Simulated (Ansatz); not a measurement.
# SrO: the cost of one run

Computed with Ansatz 0.2.0 (reference: DFT, HSE06, plane waves, PAW, unless a step's input says otherwise).

2 further runs of the same task are left out: 2 that didn't finish.

## (1) The structure to begin with

Symmetry: P6_3/mmc, No. 194, hexagonal system. Conventional cell: a = 4.270 Å, b = 4.270 Å, c = 5.144 Å, α = 90.00°, β = 90.00°, γ = 120.00°. Around Sr (site symmetry -6m2) lie 5 O at 2.47 to 2.57 Å. Around O (site symmetry -6m2) lie 5 Sr at 2.47 to 2.57 Å.

Structure file:

```cif
data_structure
_symmetry_space_group_name_H-M 'P 1'
_symmetry_Int_Tables_number 1
_cell_length_a 4.2700
_cell_length_b 4.2700
_cell_length_c 5.1444
_cell_angle_alpha 90.000
_cell_angle_beta 90.000
_cell_angle_gamma 120.000
_cell_volume 81.23
loop_
_atom_site_label
_atom_site_type_symbol
_atom_site_fract_x
_atom_site_fract_y
_atom_site_fract_z
_atom_site_occupancy
Sr1 Sr 0.33333 0.66667 0.93750 1
Sr2 Sr 0.66667 0.33333 0.43750 1
O1 O 0.33333 0.66667 0.43750 1
O2 O 0.66667 0.33333 0.93750 1
```

## (2) Baseline

Input file input.yaml:

```yaml
crystal:
  lattice:
    - [4.2700309501, 0.0, 0.0]
    - [-2.135015475, 3.6979552777, 0.0]
    - [0.0, 0.0, 5.1444468281]
  atoms:
    - { symbol: Sr, position: [0.3333333333, 0.6666666667, -0.0625] }
    - { symbol: Sr, position: [0.6666666667, 0.3333333333, 0.4375] }
    - { symbol: O, position: [0.3333333333, 0.6666666667, 0.4375] }
    - { symbol: O, position: [0.6666666667, 0.3333333333, 0.9375] }
kpoints:
  mp_grid: { grid: [6, 6, 2] }
hamiltonian:
  xc: hse06
scf:
  occupations: { method: fixed }
  n_extra_bands: 5
output:
  forces: true
  stress: true
  eigenvalues: true
```

On the command line:

```
ansatz run input.yaml --threads 4 --pin off --max-ram 3686MiB --backend cpu --events-out ev --progress --plain --runs-dir out
```

Q: Estimate wall time and peak memory on 4 threads of Arm Neoverse V1, shared host.

About 12 s, with a peak of 1.1 GiB.
